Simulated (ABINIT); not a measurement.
# InP (F-43m) in ABINIT: convergence with smearing width

Aim: find how far smearing width must go before the results for InP settle, at r2SCAN. This setting moves, with any that are tied to it; all else stays.

Program: ABINIT 10.8.3 (patched build). These are calculated values, not measurements. Logs are shortened: lines on timing, memory, paths and dates and some standing lists are left out, and cuts for length are marked. The log counts tension as positive stress, the text compression.

### 1 The crystal as given

The structure is cubic, space group F-43m (No. 216). Conventional cell: a = 5.861 Å, b = 5.861 Å, c = 5.861 Å, α = 90.00°, β = 90.00°, γ = 90.00°. In (site symmetry -43m) is surrounded by 4 P at 2.54 Å. P (site symmetry -43m) has 4 In at 2.54 Å as nearest neighbours.

### 2 With smearing width 0.272 eV

run.abi reads:

```
pp_dirpath "./"
pseudos "In_ONCV_PBE-1.2.upf, P_ONCV_PBE-1.2.upf"

acell 4.1443528445 4.1443528445 4.1443528445 Angstrom
rprim
     0.0000000000     0.7071067812     0.7071067812
     0.7071067812     0.0000000000     0.7071067812
     0.7071067812     0.7071067812     0.0000000000
ntypat 2
znucl 49 15
natom 2
typat 1 2
xcart
     0.0000000000     0.0000000000     0.0000000000
     8.3067636123     8.3067636123     8.3067636123

ecut 42.0

kptopt 1
ngkpt 8 8 8
nshiftk 1
shiftk 0.0 0.0 0.0

ixc -497498
usekden 1

nband 13
occopt 3
tsmear 0.272 eV

nstep 100
tolvrs 1.0e-9

iomode 3
prtwf 0
prtden 0
prteig 0
prtebands 0
```

Potentials or basis: SG15 NC PBE v1.2.

Launch:

```bash
$ abinit run.abi > log 2>&1
```

run.abo:

```text
.Version 10.8.3 of ABINIT
 Symmetries : space group F-4 3 m (#216); Bravais cF (face-center cubic)
================================================================================
 Values of the parameters that define the memory need of the present run
     intxc =       0    ionmov =       0      iscf =       7    lmnmax =       6
     lnmax =       6     mgfft =      48  mpssoang =       3    mqgrid =    3001
     natom =       2  nloc_mem =       1    nspden =       1   nspinor =       1
    nsppol =       1      nsym =      24    n1xccc =       0    ntypat =       2
    occopt =       3   xclevel =       2
       mpw =        4440          nfft =      110592          nkpt =          29
================================================================================
================================================================================

--------------------------------------------------------------------------------
------------- Echo of variables that govern the present computation ------------
--------------------------------------------------------------------------------
 -outvars: echo values of preprocessed input variables --------
            acell      7.8316918452E+00  7.8316918452E+00  7.8316918452E+00 Bohr
              amu      1.14820000E+02  3.09737620E+01
             ecut      4.20000000E+01 Hartree
              ixc     -497498
         kptrlatt        8    0    0      0    8    0      0    0    8
          kptrlen      6.26535348E+01
            natom           2
            nband          13
            ngfft          48      48      48
             nkpt          29
            nstep         100
             nsym          24
           ntypat           2
           occopt           3
           prtden           0
        prtebands           0
           prteig           0
          prtkden           1
            prtwf           0
            rprim      0.0000000000E+00  7.0710678120E-01  7.0710678120E-01
                       7.0710678120E-01  0.0000000000E+00  7.0710678120E-01
                       7.0710678120E-01  7.0710678120E-01  0.0000000000E+00
          spgroup         216
           tolvrs      1.00000000E-09
           tsmear      9.99581563E-03 Hartree
            typat      1  2
          usekden           1
           xangst      0.0000000000E+00  0.0000000000E+00  0.0000000000E+00
                       4.3957500000E+00  4.3957500000E+00  4.3957500000E+00
            xcart      0.0000000000E+00  0.0000000000E+00  0.0000000000E+00
                       8.3067636180E+00  8.3067636180E+00  8.3067636180E+00
             xred      0.0000000000E+00  0.0000000000E+00  0.0000000000E+00
                       7.5000000000E-01  7.5000000000E-01  7.5000000000E-01
            znucl       49.00000   15.00000

================================================================================

 chkinp: Checking input parameters for consistency.

================================================================================
== DATASET  1 ==================================================================

--- !DatasetInfo
iteration_state: {dtset: 1, }
dimensions: {natom: 2, nkpt: 29, mband: 13, nsppol: 1, nspinor: 1, nspden: 1, mpw: 4440, }
[... 92 lines left out ...]
 ------------------------------------------------
 Atom  Sphere_radius  Integrated_density
    1        2.00000          9.88742832
    2        2.00000          2.74642980
================================================================================

 ----iterations are completed or convergence reached----

 Mean square residual over all n,k,spin=   71.721E-10; max=  21.367E-07
 reduced coordinates (array xred) for    2 atoms
       0.000000000000      0.000000000000      0.000000000000
       0.750000000000      0.750000000000      0.750000000000
 rms dE/dt=  1.1900E-29; max dE/dt=  1.6829E-29; dE/dt below (all hartree)
    1      -0.000000000000     -0.000000000000      0.000000000000
    2       0.000000000000      0.000000000000      0.000000000000

 cartesian coordinates (angstrom) at end:
    1      0.00000000000000     0.00000000000000     0.00000000000000
    2      4.39575000004719     4.39575000004719     4.39575000004719

 cartesian forces (hartree/bohr) at end:
    1     -0.00000000000000    -0.00000000000000     0.00000000000000
    2      0.00000000000000     0.00000000000000    -0.00000000000000
 frms,max,avg= 1.4547698E-30 2.2791863E-30   0.000E+00  0.000E+00  0.000E+00 h/b

 cartesian forces (eV/Angstrom) at end:
    1     -0.00000000000000    -0.00000000000000     0.00000000000000
    2      0.00000000000000     0.00000000000000    -0.00000000000000
 frms,max,avg= 7.4807272E-29 1.1720047E-28   0.000E+00  0.000E+00  0.000E+00 e/A
 length scales=  7.831691845232  7.831691845232  7.831691845232 bohr
              =  4.144352844500  4.144352844500  4.144352844500 angstroms
 Fermi (or HOMO) energy (hartree) =   0.21684   Average Vxc (hartree)=  -0.35896
 Eigenvalues (hartree) for nkpt=  29  k points:
 kpt#   1, nband= 13, wtk=  0.00195, kpt=  0.0000  0.0000  0.0000 (reduced coord)
  -0.32843   -0.32843   -0.32843   -0.32141   -0.32141   -0.25737    0.18980    0.18980
   0.18980    0.21782    0.34767    0.34767    0.34767
      occupation numbers for kpt#   1
   2.00000    2.00000    2.00000    2.00000    2.00000    2.00000    1.87468    1.87468
   1.87468    0.95122    0.00000    0.00000    0.00000
 prteigrs : prtvol=0 or 1, do not print more k-points.

--- !EnergyTerms
iteration_state     : {dtset: 1, }
comment             : Components of total free energy in Hartree
kinetic             :  3.50511889994931E+01
hartree             :  1.50626184147924E+01
xc                  : -8.29242397737479E+00
Ewald energy        : -4.48602020672642E+01
psp_core            :  1.47700542887798E+00
local_psp           : -4.67761031898531E+01
non_local_psp       : -1.01760278378231E+01
internal            : -5.85139442291518E+01
'-kT*entropy'       : -6.17840549527493E-04
total_energy        : -5.85145620697013E+01
total_energy_eV     : -1.59226234949307E+03
band_energy         : -3.16712808657769E+00
...

 Cartesian components of stress tensor (hartree/bohr^3)
  sigma(1 1)= -1.29364716E-05  sigma(3 2)=  0.00000000E+00
  sigma(2 2)= -1.29364716E-05  sigma(3 1)=  0.00000000E+00
  sigma(3 3)= -1.29364716E-05  sigma(2 1)=  0.00000000E+00

-Cartesian components of stress tensor (GPa)         [Pressure=  3.8060E-01 GPa]
- sigma(1 1)= -3.80604135E-01  sigma(3 2)=  0.00000000E+00
- sigma(2 2)= -3.80604135E-01  sigma(3 1)=  0.00000000E+00
- sigma(3 3)= -3.80604135E-01  sigma(2 1)=  0.00000000E+00

== END DATASET(S) ==============================================================
================================================================================

 -outvars: echo values of variables after computation  --------
            acell      7.8316918452E+00  7.8316918452E+00  7.8316918452E+00 Bohr
           etotal     -5.8514562070E+01
            fcart     -7.5972876224E-31 -7.5972876224E-31  2.2791862867E-30
                       7.5972876224E-31  7.5972876224E-31 -2.2791862867E-30
            rprim      0.0000000000E+00  7.0710678120E-01  7.0710678120E-01
                       7.0710678120E-01  0.0000000000E+00  7.0710678120E-01
                       7.0710678120E-01  7.0710678120E-01  0.0000000000E+00
           strten     -1.2936471606E-05 -1.2936471606E-05 -1.2936471606E-05
                       0.0000000000E+00  0.0000000000E+00  0.0000000000E+00
           xangst      0.0000000000E+00  0.0000000000E+00  0.0000000000E+00
                       4.3957500000E+00  4.3957500000E+00  4.3957500000E+00
             xred      0.0000000000E+00  0.0000000000E+00  0.0000000000E+00
                       7.5000000000E-01  7.5000000000E-01  7.5000000000E-01
 Calculation completed.
```

Wall time 2.7 min (1 thread of Arm Neoverse V2, shared host); peak memory 0.12 GiB.

Results:

| Quantity | Value |
| --- | --- |
| Free energy | -1592.2623 eV |
| Pressure | 0.4 GPa |
| Band gap on the k mesh | 0.76 eV, direct |
| Valence electrons inside the program's atomic spheres | In 9.89; P 2.75 |

### 3 With smearing width 0.2 eV

run.abi, as its differences from that of step 2:

```diff
@@ -28,3 +28,3 @@
 occopt 3
-tsmear 0.272 eV
+tsmear 0.2 eV
```

Potentials or basis: SG15 NC PBE v1.2.

Launch:

```bash
$ abinit run.abi > log 2>&1
```

Run time: 2.6 min. Hardware: 1 thread of Arm Neoverse V2, shared host; peak memory 0.12 GiB.

The run converged. Its results:

* Free energy: -1592.2596 eV
* Pressure: 0.3 GPa
* Band gap on the k mesh: 0.76 eV, direct
* Valence electrons inside the program's atomic spheres: In 9.89; P 2.75

### 4 With smearing width 0.136 eV

run.abi, as its differences from that of step 3:

```diff
@@ -28,3 +28,3 @@
 occopt 3
-tsmear 0.2 eV
+tsmear 0.136 eV
```

Launch:

```bash
$ abinit run.abi > log 2>&1
```

Run time: 2.6 min. Hardware: 1 thread of Arm Neoverse V2, shared host; peak memory 0.12 GiB.

It converged, with:

```
Free energy                                           : -1592.2589 eV
Pressure                                              : 0.3 GPa
Band gap on the k mesh                                : 0.76 eV, direct
Valence electrons inside the program's atomic spheres : In 9.89; P 2.75
```

### 5 With smearing width 0.1 eV

run.abi, as its differences from that of step 4:

```diff
@@ -28,3 +28,3 @@
 occopt 3
-tsmear 0.136 eV
+tsmear 0.1 eV
```

Launch:

```bash
$ abinit run.abi > log 2>&1
```

Run time: 2.7 min. Hardware: 1 thread of Arm Neoverse V2, shared host; peak memory 0.12 GiB.

It converged, with:

```yaml
Free_energy: -1592.2587 eV
Pressure: 0.3 GPa
Band_gap_on_the_k_mesh: 0.76 eV, direct
Valence_electrons_inside_the_program's_atomic_spheres: In 9.89; P 2.75
```

### 6 With smearing width 0.05 eV

run.abi, as its differences from that of step 5:

```diff
@@ -28,3 +28,3 @@
 occopt 3
-tsmear 0.1 eV
+tsmear 0.05 eV
```

Potentials or basis: SG15 NC PBE v1.2.

Launch:

```bash
$ abinit run.abi > log 2>&1
```

Run time: 2.6 min. Hardware: 1 thread of Arm Neoverse V2, shared host; peak memory 0.12 GiB.

Results (log left out):

```
Free energy                                           : -1592.2587 eV
Pressure                                              : 0.3 GPa
Band gap on the k mesh                                : 0.76 eV, direct
Valence electrons inside the program's atomic spheres : In 9.89; P 2.75
```

### 7 With smearing width 0.025 eV

run.abi, as its differences from that of step 6:

```diff
@@ -28,3 +28,3 @@
 occopt 3
-tsmear 0.05 eV
+tsmear 0.025 eV
```

Launch:

```bash
$ abinit run.abi > log 2>&1
```

It took 2.7 min on 1 thread of Arm Neoverse V2, shared host; peak memory 0.12 GiB.

It converged, with:

* Free energy: -1592.2587 eV
* Pressure: 0.3 GPa
* Band gap on the k mesh: 0.76 eV, direct
* Valence electrons inside the program's atomic spheres: In 9.89; P 2.75

### 8 With smearing width 0.01 eV

run.abi, as its differences from that of step 7:

```diff
@@ -28,3 +28,3 @@
 occopt 3
-tsmear 0.025 eV
+tsmear 0.01 eV
```

Launch:

```bash
$ abinit run.abi > log 2>&1
```

Wall time 2.6 min (1 thread of Arm Neoverse V2, shared host); peak memory 0.12 GiB.

The run converged. Its results:

| Property | Result |
| --- | --- |
| Free energy | -1592.2587 eV |
| Pressure | 0.3 GPa |
| Band gap on the k mesh | 0.76 eV, direct |
| Valence electrons inside the program's atomic spheres | In 9.89; P 2.75 |

### 9 The series at a glance

```csv
smearing width,"energy less the tightest run, at zero smearing (meV/atom)",pressure (GPa),SCF cycles,CPU time (s),peak memory (GiB)
0.272 eV,2.37,0.38,10,160,0.12
0.2 eV,0.52,0.33,10,160,0.12
0.136 eV,0.11,0.31,10,160,0.12
0.1 eV,0.04,0.30,10,160,0.12
0.05 eV,0.00,0.30,10,160,0.12
0.025 eV,0.00,0.30,10,160,0.12
0.01 eV,0.00,0.30,10,160,0.12
```

Against the tightest run, the energy stays within 1 meV/atom from 0.2 eV on; the pressure stays within 0.1 GPa from 0.272 eV on. The tightest run that finished is the yardstick and may itself not be fully converged.

Caveats: the potentials were made for another functional, which shifts forces and pressure; spin-orbit coupling is left out, which moves the levels of the heavy elements.
